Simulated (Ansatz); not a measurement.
## fcc against bcc along the lanthanides

Computed with DFT, RPBE, plane waves (420 eV) with PAW, scalar-relativistic in Ansatz 0.2.0. (PAW data from PBE, frozen cores regenerated.)

Each structure is relaxed within its symmetry, in the lowest magnetic state of the tried starts. Differences under about 8 meV lie within the error of the k-point mesh.

Semilocal functionals delocalise ytterbium's f shell and shrink the cell.

```json
{"element": "La", "E(fcc) − E(bcc) (meV/atom)": "-113", "V(fcc) (Å³/atom)": "39.20", "V(bcc) (Å³/atom)": "39.92", "state of fcc": "spin not included", "state of bcc": "spin not included"}
{"element": "Yb", "E(fcc) − E(bcc) (meV/atom)": "-8", "V(fcc) (Å³/atom)": "38.67", "V(bcc) (Å³/atom)": "37.74", "state of fcc": "non-magnetic", "state of bcc": "spin not included"}
{"element": "Lu", "E(fcc) − E(bcc) (meV/atom)": "-81", "V(fcc) (Å³/atom)": "30.60", "V(bcc) (Å³/atom)": "31.14", "state of fcc": "spin not included", "state of bcc": "spin not included"}
```
